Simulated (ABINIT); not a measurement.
# AlRu in ABINIT: the effect of functional

Crystal: AlRu.

```
CELL_PARAMETERS angstrom
2.99160 0.00000 0.00000
0.00000 2.99160 0.00000
0.00000 0.00000 2.99160
ATOMIC_POSITIONS crystal
Ru 0.50000 0.50000 0.50000
Al 0.00000 0.00000 0.00000
```

Alike in all runs:

```yaml
Program: ABINIT 10.8.3 (patched build)
Task: equation of state
k_mesh: 9 × 9 × 9
Occupations: fermi-dirac, width 0.05 eV
Spin: no spin polarisation
```

Q: One run gave: V0 of scaled cells 12.89 Å³/atom; B0 231 GPa. Which functional did it use?
A. r2SCAN
B. LDA
C. PBEsol

A: B.

```tsv
functional	potentials or basis	cutoff	V0 of scaled cells (Å³/atom)	B0 (GPa)
LDA	JTH PAW LDA v2.0	408 eV	12.89	231
PBEsol	JTH PAW PBE v2.0	408 eV	13.23	219
r2SCAN	JTH PAW PBE v2.0	490 eV	13.32	218
```

Caveats: pressures at fixed basis lie under the slope of the energies; the PAW data sets were made with another functional, which shifts forces and pressure a little (some runs).
